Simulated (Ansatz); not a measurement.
## Phases of Ta at 2 GPa

Structure types of Ta are relaxed in primitive cells with their symmetry kept at 2 GPa, first on PAW files, then by LAPW. The enthalpy is E + pV at zero temperature, without zero-point motion. Only the types listed were tried, and differences under about 5 meV/atom are mesh noise.

Computed with Ansatz 0.2.0; functional PBE, scalar-relativistic. Settings: Fermi–Dirac smearing of 0.05 eV, no spin polarisation. Methods: LAPW: all electrons, basis error target 0.5 meV/atom; PAW: frozen-core files, cutoff 420 eV.

k meshes: fcc 16×16×16, bcc 16×16×16, hcp 15×15×8, simple hexagonal 15×15×14, omega 8×8×11, beta tin 15×15×15.

Spin–orbit coupling is left out, which matters for the heavy atoms.

Question: Which type is lowest in enthalpy, and by how much?

Answer: bcc, 229 meV/atom below omega. The whole table:

```
      start type                   ends as          a, b, c (Å)  V (Å³/atom)  H − H(lowest), LAPW (meV/atom)  same, PAW
             fcc                fcc, Fm-3m  4.210, 4.210, 4.210        18.65                           243.3      242.7
             bcc                bcc, Im-3m  3.309, 3.309, 3.309        18.12                             0.0        0.0
             hcp             hcp, P6_3/mmc  2.891, 2.891, 5.121        18.53                           280.0      280.1
simple hexagonal  simple hexagonal, P6/mmm  2.870, 2.870, 2.733        19.50                           707.6      709.2
           omega             omega, P6/mmm  4.844, 4.844, 2.720        18.42                           229.3      229.8
        beta tin        beta tin, I4_1/amd  5.264, 5.264, 2.802        19.41                           773.4      776.0
```
